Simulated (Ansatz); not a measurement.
Crystal: CoPtO2.

```
CELL_PARAMETERS angstrom
1.41227 0.81537 5.93939
-1.41227 0.81537 5.93939
0.00000 -1.63075 5.93939
ATOMIC_POSITIONS crystal
Pt 0.00000 0.00000 0.00000
Co 0.50000 0.50000 0.50000
O 0.11224 0.11224 0.11224
O 0.88776 0.88776 0.88776
```

The cell is a database's computed one.

Base run:

```yaml
Program: Ansatz 0.2.0
Functional: PBEsol
Potentials_or_basis: Ansatz PAW
Cutoff: "420 eV (not typed: the program's choice for these potentials)"
k_mesh: 9 × 9 × 9
Occupations: fermi-dirac, width 0.05 eV
Spin: collinear spin, ferromagnetic start
Starting_moments: "[0.0, 3.0, 0.0, 0.0] μB"
Fixed_moment: 3 μB
```

Its results: pressure 13.1 GPa; site moments Pt +0.16; Co +2.17; O +0.21 μB; largest force 2.187 eV/Å.

Q: The run is repeated on the same cell with these changes: fixed moment from 3 μB to 4 μB; moments at the start from [0.0, 3.0, 0.0, 0.0] to [0.0, 4.0, 0.0, 0.0]. What comes out?

A: Pressure 18.8 GPa; site moments Pt +0.35; Co +2.60; O +0.34 μB; largest force 2.833 eV/Å.

Caveats: the total moment is fixed, so each spin has its own Fermi level; a cell with one magnetic atom can't hold antiferromagnetic order, which such compounds often take; the PAW data sets come from PBE, with cores solved anew for the run's functional, which leaves a small shift of forces and pressure; forces of over 1 eV/Å show positions far from the minimum, so gaps and moduli don't describe the material at rest; the thresholds are loose for stress.
